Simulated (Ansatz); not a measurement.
**Ga (omega type): a single-point run**

Wanted: a converged single-point run for Ga (omega type), and a check of what comes out. The structure is shown as the input types it.

Method: DFT, PBE, all-electron LAPW, scalar-relativistic, in Ansatz 0.2.0.

1 further run of the same task is left out (it didn't finish).

## Step 1: The starting structure

Symmetry: P6/mmm, No. 191, hexagonal system. Conventional cell: a = 4.329 Å, b = 4.329 Å, c = 2.675 Å, α = 90.00°, β = 90.00°, γ = 120.00°. Ga (site symmetry 6/mmm) is surrounded by 14 Ga at 2.68 to 2.83 Å. Around Ga (site symmetry -6m2) lie 11 Ga at 2.50 to 2.83 Å.

Structure file:

```cif
data_structure
_symmetry_space_group_name_H-M 'P6/mmm'
_symmetry_Int_Tables_number 191
_cell_length_a 4.3289
_cell_length_b 4.3289
_cell_length_c 2.6752
_cell_angle_alpha 90.000
_cell_angle_beta 90.000
_cell_angle_gamma 120.000
_cell_volume 43.41
loop_
_atom_site_label
_atom_site_type_symbol
_atom_site_symmetry_multiplicity
_atom_site_Wyckoff_symbol
_atom_site_fract_x
_atom_site_fract_y
_atom_site_fract_z
_atom_site_occupancy
Ga1 Ga 1 a 0.00000 0.00000 0.00000 1
Ga2 Ga 2 d 0.33333 0.66667 0.50000 1
```

## Step 2: The run

The input, input.yaml:

```yaml
crystal:
  lattice:
    - [4.3288670124, 0.0, 0.0]
    - [-2.1644335062, 3.7489088024, 0.0]
    - [0.0, 0.0, 2.6751536601]
  atoms:
    - { symbol: Ga, position: [0.0, 0.0, 0.0] }
    - { symbol: Ga, position: [0.3333333333, 0.6666666667, 0.5] }
    - { symbol: Ga, position: [0.6666666667, 0.3333333333, 0.5] }
kpoints:
  mp_grid: { grid: [8, 8, 10] }
scf:
  occupations: { method: fermi_dirac, width: 0.05 }
  conv_thr: 60
  max_iter: 100
hamiltonian:
  xc: pbe
  pseudopotentials: { kind: all_electron, lapw: { basis_error: 0.001 } }
output:
  forces: true
  stress: true
  eigenvalues: true
  populations: true
```

Command:

```bash
> ansatz run input.yaml --threads 1 --pin off --max-ram 3072MiB --backend cpu --events-out ev --progress --plain --runs-dir out
```

**Question.** How will this run end, and is anything wrong with its input?

The program refused the input before any cycle. It says: «line 14 column 3: unknown field `conv_thr`, expected one of max_iter, algorithm, n_extra_bands, self_checks, convergence, ...»

In the input, scf.conv_thr is 60; scf.max_iter is 100. A setting was typed under another program's name, or in the wrong section.

Remedy: delete scf.conv_thr and scf.max_iter.
